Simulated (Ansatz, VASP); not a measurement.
**MgB2: VASP beside Ansatz**

```
Mg B
1.0
     3.08500    0.00000    0.00000
    -1.54250    2.67169    0.00000
     0.00000    0.00000    3.52300
Mg B
1 2
Direct
  0.00000 0.00000 0.00000
  0.66667 0.33333 0.50000
  0.33333 0.66667 0.50000
```

Alike in both runs: task relaxation of cell and atoms; functional RPBE; k mesh 10 × 10 × 8; occupations fermi-dirac, width 0.05 eV; no spin polarisation.

```csv
,VASP,Ansatz
version,VASP 6.6.1,Ansatz 0.2.0
potentials or method,"VASP PAW PBE potentials, release 64 (Mg, B)",Ansatz PAW
plane-wave cutoff (eV),600,420
valence electrons in the cell,8,16
```

Ansatz gave:

- gap on the k mesh at the Fermi level, each at its own relaxed structure (eV): none
- relaxed volume (Å³/atom): 9.84
- relaxed cell length with the largest relative difference (Å): 3.548
- energy change over the relaxation (meV/atom): -1

Question: Estimate VASP's values.

Answer: gap on the k mesh at the Fermi level, each at its own relaxed structure (eV): none; relaxed volume (Å³/atom): 9.81; relaxed cell length with the largest relative difference (Å): 3.540; energy change over the relaxation (meV/atom): -1.

A gap of «none» marks a metal or a gap that the smearing closes. The two sets of potentials don't hold the same shells in valence.

Caveats: the PAW data sets were made with another functional, which shifts forces and pressure a little (VASP); the plane-wave basis is chosen anew once the cell has moved, so the energies of steps on either side of that aren't comparable (Ansatz); the PAW data sets come from PBE, with cores solved anew for the run's functional, which leaves a small shift of forces and pressure (Ansatz). RPBE and its kin give volumes clearly too large for solids. Zero-point motion and thermal expansion aren't in these numbers.
